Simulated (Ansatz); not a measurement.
Molecular dynamics on a 2×2×2 supercell (16 atoms) of PbSe (rocksalt), relaxed with r2SCAN. Forces come from PBEsol in Ansatz 0.2.0: a Nosé-Hoover thermostat at fixed volume, 2200 K, steps of 2 fs. Computed, non-magnetic; the trajectory is short and the cell small, so nothing here is a converged average.

```yaml
crystal:
  lattice:
    - [0.0, 6.1774044403, 6.1774044403]
    - [6.1774044403, 0.0, 6.1774044403]
    - [6.1774044403, 6.1774044403, 0.0]
  atoms:
    - { symbol: Pb, position: [0.0, 0.0, 0.0] }
    - { symbol: Se, position: [0.25, 0.25, 0.25] }
    - { symbol: Pb, position: [0.0, 0.0, 0.5] }
    - { symbol: Se, position: [0.25, 0.25, 0.75] }
    - { symbol: Pb, position: [0.0, 0.5, 0.0] }
    - { symbol: Se, position: [0.25, 0.75, 0.25] }
    - { symbol: Pb, position: [0.0, 0.5, 0.5] }
    - { symbol: Se, position: [0.25, 0.75, 0.75] }
    - { symbol: Pb, position: [0.5, 0.0, 0.0] }
    - { symbol: Se, position: [0.75, 0.25, 0.25] }
    - { symbol: Pb, position: [0.5, 0.0, 0.5] }
    - { symbol: Se, position: [0.75, 0.25, 0.75] }
    - { symbol: Pb, position: [0.5, 0.5, 0.0] }
    - { symbol: Se, position: [0.75, 0.75, 0.25] }
    - { symbol: Pb, position: [0.5, 0.5, 0.5] }
    - { symbol: Se, position: [0.75, 0.75, 0.75] }
kpoints:
  mp_grid: { grid: [2, 2, 2] }
hamiltonian:
  xc: pbesol
scf:
  occupations: { method: fermi_dirac, width: 0.19 }
md:
  ensemble: nvt_nose_hoover
  temperature: 2200
  timestep: 2.0
  n_steps: 20
  initial_velocities: maxwell_boltzmann
  seed: 9259
```

Run as `ansatz run input.yaml --threads 4 --pin off --max-ram 3686MiB --backend cpu --events-out ev --progress --plain --runs-dir out`. Wall time 2.8 min on 4 threads of Arm Neoverse V1, with other jobs on the host, load about 0.9 per core; peak host memory 2.1 GiB.

```csv
step,t (fs),T (K),free energy F from step 0 (meV/atom),kinetic energy (meV/atom),largest force (eV/Å)
0,0,2200,0.0,266.6,0.00
1,2,2198,0.3,266.3,0.08
2,4,2191,1.1,265.5,0.17
3,6,2180,2.4,264.2,0.26
4,8,2165,4.3,262.3,0.35
5,10,2145,6.7,259.9,0.44
6,12,2121,9.7,257.0,0.53
7,14,2092,13.2,253.5,0.63
8,16,2058,17.2,249.4,0.73
9,18,2021,21.8,244.9,0.83
10,20,1979,26.9,239.8,0.94
11,22,1933,32.6,234.2,1.05
12,24,1883,38.7,228.2,1.16
13,26,1829,45.4,221.7,1.27
14,28,1772,52.4,214.8,1.39
15,30,1712,59.9,207.5,1.51
16,32,1649,67.8,199.8,1.63
17,34,1584,75.9,191.9,1.75
18,36,1517,84.3,183.8,1.87
19,38,1448,92.9,175.5,1.99
20,40,1380,101.6,167.2,2.10
```

The temperature goes from 2200 K to 1380 K in 40 fs. The thermostat hasn't had time to restore it. The atoms start on their lattice sites with kinetic energy alone, so much of it first passes into potential energy. By the last step the atoms have moved 0.26 Å in the root mean square, the drift of the whole cell taken out, 0.40 Å at most.

Positions (Å) and forces (eV/Å) at step 20:
```
Pb   0.018   0.219   0.081    -0.024  -0.294  -0.048
Se   3.182   3.233   2.748     0.124  -0.653   1.297
Pb   3.053   3.160   0.073    -0.165  -0.442  -0.912
Se   6.351   6.011   2.993    -0.768   0.248   0.088
Pb   3.218  -0.061   3.233    -1.156   0.064  -0.130
Se   5.847   3.058   6.054     1.373   0.322  -0.142
Pb   6.204   3.172   2.984     0.033  -0.121   0.155
Se   9.366   6.015   6.316    -0.536   0.206  -0.183
Pb  -0.016   3.270   3.182     0.169  -0.564  -0.264
Se   2.853   5.976   6.369     0.852   0.154  -0.395
Pb   3.082   6.107   3.103     0.185   0.300   0.323
Se   6.528   9.282   6.045    -2.082  -0.262   0.161
Pb   2.991   2.982   6.172     0.859   0.218   0.356
Se   5.848   6.019   9.066     1.807   0.512   0.029
Pb   6.144   6.119   6.098    -0.120   0.147   0.005
Se   9.484   9.148   9.260    -0.552   0.165  -0.342
```
